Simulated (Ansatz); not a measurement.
**MgSe (Fm-3m): zone-centre phonons and dielectric response**

Perturbation theory with PBEsol in the plane-wave code Ansatz on the PBEsol cell, ground state and force constants on a 6×6×6 mesh. Calculated for a static, non-magnetic cell.

The symmetry is Fm-3m (No. 225, cubic); a = 5.451 Å in the conventional setting, 20.24 Å³ an atom. Around Mg lie 6 Se at 2.73 Å; around Se lie 6 Mg at 2.73 Å.

```xyz
2
Lattice="0.0000 2.7253 2.7253 2.7253 0.0000 2.7253 2.7253 2.7253 0.0000" Properties=species:S:1:pos:R:3 pbc="T T T"
Mg    0.0000    0.0000    0.0000
Se    2.7253    2.7253    2.7253
```

Optical modes without the longitudinal term:
```json
{"ω (cm⁻¹)": "189", "degeneracy": "3", "IR intensity, summed over the level ((D/Å)²/amu)": "22.08"}
```

The optical mode at Γ lies at 189 cm⁻¹ without the longitudinal term. With the long-range field the highest mode reaches 306 cm⁻¹. By the program's warning the force constants, and with them frequencies and ε⁰, aren't converged on this mesh.

ε∞: 6.69 in all directions. With the ions relaxed, ε⁰ is 17.6 in all directions. Born charges, averaged over directions: Mg +2.43, Se -2.43 e.

With one polar mode in a cubic crystal the Lyddane-Sachs-Teller relation applies: (ω_LO/ω_TO)² = (305.9/188.7)² = 2.629, and ε⁰/ε∞ = 17.579/6.686 = 2.629. The refractive index √ε∞ is 2.59.

For comparison, on the r2SCAN cell the mean ε∞ is 5.76 with r2SCAN (ground state on 6×6×6; least gap 2.48 eV), 6.59 with PBE (ground state on 6×6×6; least gap 1.80 eV).

The runs are scalar-relativistic, without spin-orbit coupling.
